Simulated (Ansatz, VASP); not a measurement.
# Cross-check of GaSi23O48 (Ga_Si) between VASP and Ansatz, part 3 of 3

Wanted: the spread between two codes on one cell, functional and k mesh. Of the first pair: The structure shown is the start of the Ansatz relaxation below; VASP solves that cell, so the two are compared at the walk's first step.

VASP 6.6.1 and Ansatz 0.2.0.

So far. Step 3 (VASP: single point, r2SCAN, start cell, pair 1): The run ends at a pressure of 5.29 GPa, with forces up to 13 eV/Å.

## Step 6: VASP: single point, r2SCAN, relaxed cell, pair 2

Level of this step: r2SCAN; plane waves and PAW (Si, O, Ga_d) (VASP).

The same cell, functional and mesh now go to VASP, with its own data sets.

The input, INCAR:

```
SYSTEM = GaSi23O48
PREC = Accurate
ENCUT = 580
EDIFF = 1E-06
NELM = 120
ISMEAR = 0
SIGMA = 0.01
LREAL = Auto
ALGO = Normal
METAGGA = R2SCAN
LASPH = .TRUE.
NELECT = 394
NBANDS = 248
LORBIT = 11
LWAVE = .FALSE.
LCHARG = .FALSE.
ISIF = 2
ISYM = 0
GGA_COMPAT = .FALSE.
EFERMI = MIDGAP
LMIXTAU = .TRUE.
NCORE = 2
```

The input, POSCAR:

```
GaSi23O48
1.0
    9.8422041312     -0.0000000051      0.0000000000
   -4.9211020600      8.5235988101      0.0000000000
    0.0000000000      0.0000000000     10.8330695200
Si O Ga
23 48 1
Direct
    0.2689628272      0.2688985842      0.9994376775
    0.0045479971      0.2302443099      0.3290566651
    0.2383560415      0.0042947279      0.1696340241
    0.0044414554      0.2385338158      0.8292785616
    0.2304056422      0.0046616960      0.6699062329
    0.2644418154      0.7667690995      0.0015201955
    0.9997602455      0.7359107928      0.3323933610
    0.2307360512      0.4982514839      0.1672232257
    0.2630336002      0.7736070576      0.5039566470
    0.9972552558      0.7296135232      0.8320759008
    0.2352427416      0.5113605738      0.6645145681
    0.7669646560      0.2645559636      0.9974147460
    0.5112267496      0.2351322172      0.3343629148
    0.7296125489      0.9971796487      0.1667978752
    0.7735544068      0.2630886082      0.4949062308
    0.4984167914      0.2307586135      0.8316808893
    0.7358994714      0.9999405724      0.6665990138
    0.7621066771      0.7620681228      0.9994422007
    0.4928311655      0.7345488791      0.3362632644
    0.7371557549      0.4976711612      0.1636059055
    0.7600208421      0.7601085968      0.4994833304
    0.4977280919      0.7372939692      0.8353029529
    0.7345392930      0.4928850485      0.6625702157
    0.1399626744      0.1988623999      0.3715169429
    0.2969740697      0.4302696607      0.0611566798
    0.0649229191      0.3629545784      0.2201255871
    0.2112761718      0.1367662461      0.1058464147
    0.3701941675      0.0735978760      0.2761378831
    0.4619815226      0.3026889897      0.4474085158
    0.1368935993      0.2113383770      0.8929634819
    0.3027168142      0.4620845902      0.5514330934
    0.0737059017      0.3703800604      0.7227767792
    0.1991845274      0.1402456044      0.6276091222
    0.3632018029      0.0648993571      0.7787677282
    0.4303468276      0.2968937927      0.9377517498
    0.1322471331      0.7083405129      0.3952523893
    0.2931528599      0.9285452162      0.0613707988
    0.0745480389      0.8691374445      0.2267133267
    0.2053584917      0.6341353988      0.1075844169
    0.3582535705      0.5724979080      0.2770891725
    0.4241107356      0.7982584672      0.4431640789
    0.1318696868      0.7049229412      0.8950670831
    0.2901559430      0.9385532040      0.5564227367
    0.0701079227      0.8596215252      0.7252610964
    0.2043259443      0.6509945994      0.6179223908
    0.3594096962      0.5770595326      0.7789484894
    0.4289589159      0.7987563752      0.9437448330
    0.6508646247      0.2042174379      0.3809901911
    0.7988608266      0.4290059686      0.0552510653
    0.5769464851      0.3592388265      0.2198922708
    0.7050562382      0.1318503850      0.1037579071
    0.8594519196      0.0699794731      0.2737407719
    0.9384858091      0.2901798536      0.4424486593
    0.6343916845      0.2055067666      0.8912887658
    0.7982005640      0.4242209133      0.5555918526
    0.5725546425      0.3582839504      0.7218024292
    0.7083706193      0.1324431409      0.6037244803
    0.8691690125      0.0747304565      0.7722559142
    0.9288108488      0.2933907783      0.9375922511
    0.6275404953      0.7058821688      0.3936878479
    0.7888314863      0.9228660800      0.0603825509
    0.5664496935      0.8635376366      0.2262047551
    0.7046694642      0.6299149283      0.1059027619
    0.8692014990      0.5736632273      0.2702497926
    0.9211763617      0.7902215799      0.4374373030
    0.6301264056      0.7049407581      0.8928579826
    0.7901119740      0.9212399112      0.5615834890
    0.5735994763      0.8694857897      0.7287538039
    0.7057256683      0.6275396973      0.6052214476
    0.8636358337      0.5665334837      0.7725458828
    0.9229023086      0.7886533050      0.9385903527
    0.2764428190      0.2764735155      0.4994727816
```

The input, KPOINTS:

```
Points of the shifted mesh
1
Reciprocal
 0.2500000000  0.2500000000  0.2500000000 1
```

Potentials, in the order of the species: Si, O and Ga_d (PBE family, release 64).

Launch:

```sh
> mpirun -np 8 vasp_std
```

Numbers of over 12 decimals in the logs are rounded to 6 here.

What it wrote:

```text
[banner, memory and clock lines left out]
running    8 mpi-ranks, on    1 nodes
[...]
[... a notice as in an earlier step ...]

 LDA part: xc-table for (None), standard interpolation
 POSCAR, INCAR and KPOINTS ok, starting setup
[...]
entering main loop
       N       E                     dE             d eps       ncg     rms          rms(c)
DAV:   1     0.328492697103E+04    0.32849E+04   -0.21160E+05   496   0.172E+03
DAV:   2    -0.530263336115E+03   -0.38152E+04   -0.36544E+04   624   0.407E+02
DAV:   3    -0.890505595750E+03   -0.36024E+03   -0.35719E+03   584   0.145E+02
DAV:   4    -0.903024640015E+03   -0.12519E+02   -0.12473E+02   656   0.288E+01
DAV:   5    -0.903308358678E+03   -0.28372E+00   -0.28292E+00   592   0.415E+00BRMIX: very serious problems
 the old and the new charge density differ
 old charge density:   393.00000 new  394.00000
    0.726E+01
DAV:   6    -0.766211862800E+03    0.13710E+03   -0.21316E+02   640   0.325E+01    0.397E+01
DAV:   7    -0.717332298575E+03    0.48880E+02   -0.19693E+01   672   0.121E+01    0.145E+01
DAV:   8    -0.768092852673E+03   -0.50761E+02   -0.15133E+01   560   0.104E+01    0.689E+00
DAV:   9    -0.702092894243E+03    0.66000E+02   -0.12576E+01   544   0.815E+00    0.324E+00
[...]
DAV:  21    -0.711047998157E+03   -0.72420E-05   -0.19816E-05   552   0.171E-02    0.271E-03
DAV:  22    -0.711048015458E+03   -0.17301E-04   -0.56290E-06   480   0.853E-03    0.197E-03
DAV:  23    -0.711048014635E+03    0.82266E-06   -0.82844E-07   384   0.315E-03
   1 F= -.71104801E+03 E0= -.71104801E+03  d E =0.000000E+00
```

OUTCAR, selected parts (step 6):

```text
  Total       11.1002040      9.3584512     10.5916382     -1.5035718     -0.2916984      0.4946845
  in kB       19.5692709     16.4986216     18.6726871     -2.6507445     -0.5142541      0.8721114
  external PRESSURE =      18.2468599 kB  Pullay stress =       0.0000000 kB

 POSITION                                       TOTAL-FORCE (eV/Angst)
 -----------------------------------------------------------------------------------
      1.32391      2.29198     10.82698         0.004406      0.013489     -0.004319
     -1.08829      1.96251      3.56469        -0.038106     -0.011891     -0.007437
      2.32481      0.03661      1.83766        -0.029186      0.001962     -0.006753
     -1.13014      2.03317      8.98363         0.014664     -0.025287      0.001092
      2.24476      0.03973      7.25714         0.003584     -0.038574      0.009808
     -1.17066      6.53563      0.01647         0.004987      0.013433     -0.003835
      6.21835      6.27261      3.60084         0.002892     -0.007054      0.000864
     -0.18100      4.24690      1.81154        -0.009057      0.015947     -0.003363
     -1.21817      6.59392      5.45940         0.013806      0.017969     -0.017008
      6.22469      6.21893      9.01394         0.013764     -0.025056      0.003853
     -0.20115      4.35863      7.19873        -0.042931     -0.005416      0.040029
      6.24672      2.25497     10.80506         0.011418      0.008325     -0.003424
      3.87449      2.00417      3.62218         0.018808     -0.039929     -0.036814
      2.27377      8.49956      1.80693        -0.025701     -0.001732     -0.005835
[...]
-----------------------------------------------------------------------------------
    total drift:                                0.004083      0.018363     -0.001156

  FREE ENERGIE OF THE ION-ELECTRON SYSTEM (eV)
  ---------------------------------------------------
  free  energy   TOTEN  =      -711.0480146353 eV

  energy  without entropy=     -711.0480146353  energy(sigma->0) =     -711.04801464

[... 1 part as in an earlier step ...]

[... 2 further parts left out ...]
[key lines of the parts left out:]
E-fermi :   4.5177
```

The run ends at a pressure of 1.82 GPa, with forces up to 0.12 eV/Å.

## Step 7: Differences

Compared:

| quantity | Ansatz | VASP | difference |
| --- | --- | --- | --- |
| gap on the k mesh (eV) | 6.838 | 6.833 | +0.005 |

At this near-relaxed geometry the largest component of a force difference is 109 meV/Å. A gap on the mesh is an upper bound, since the band edges may lie between its points. The cell carries a charge of -1 e against a uniform background, so its pressure also hangs on how the neutralising background is counted, and in a defect's cell a gap may be the spacing between its levels.

## Step 8: What came out

```
r.m.s. force difference (single point, r2SCAN, start cell, pair 1)   : 1.5 % of the r.m.s. force
r.m.s. force difference (single point, r2SCAN, relaxed cell, pair 2) : 18 meV/Å
```

In words: The r.m.s. force difference is 18 meV/Å (single point, r2SCAN, relaxed cell, pair 2), beyond the 12 meV/Å picked in this series as the mark of a large difference. What causes the difference of the single point, r2SCAN, relaxed cell, pair 2 pair stays open here. How closely two codes agree says nothing of how well the functional describes the real material.

[Lines on the potential files, build, host, timing and source positions are cut from VASP's logs without a mark.]

[Logs are printed without paths, hosts, clocks, repeated set-up lines and the standing remarks that a program may print on its own settings, such as how far it seeks lower states.]

[Hosts, paths, dates, database ids (printed as entryN), source tags and the programs' standing remarks are cut or masked in the printed files.]
